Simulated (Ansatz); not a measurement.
SnTe (Pm-3m), clamped-ion strain scan

Theory: Ansatz 0.2.0, DFT LDA, scalar-relativistic, plane waves, PAW. Cutoff 420 eV, Γ-centred 12×12×12 k-points, Gaussian smearing of 0.15 eV. No spin polarisation. Energies are free energies at this smearing, counted from the undisturbed cell; pressure is positive in compression.

Reference structure (as given, not relaxed at this level; it stands at -4.1 GPa; this CsCl-type form isn't the usual structure):

```
Sn Te
1.0
     3.90470    0.00000    0.00000
     0.00000    3.90470    0.00000
     0.00000    0.00000    3.90470
Sn Te
1 1
Direct
  0.00000 0.00000 0.00000
  0.50000 0.50000 0.50000
```

The cell is strained by ε times the Voigt pattern (1, 0, 0, 0, 0, 0) (xx, yy, zz, yz, xz, xy; engineering shear) with fractional coordinates fixed. The cell is metallic on the mesh throughout.

```tsv
ε	ΔE (meV/atom)	stress summed along the pattern (GPa, tension positive)	pressure (GPa)
-0.1500	20.6	-6.89	5.0
-0.1125	-15.4	-3.44	1.6
-0.0750	-28.2	-0.32	-0.9
-0.0375	-21.6	?	?
0.0000	0.0	4.12	-4.1
0.0375	35.5	6.00	-5.3
0.0750	82.8	7.54	-6.1
0.1125	140.1	?	?
0.1500	206.2	9.99	-7.4
```

Problem. Give the withheld values.

Solution. stress summed along the pattern (GPa, tension positive) at ε = -0.0375: 2.07; pressure (GPa) at ε = -0.0375: -2.7; stress summed along the pattern (GPa, tension positive) at ε = 0.1125: 8.90; pressure (GPa) at ε = 0.1125: -6.9.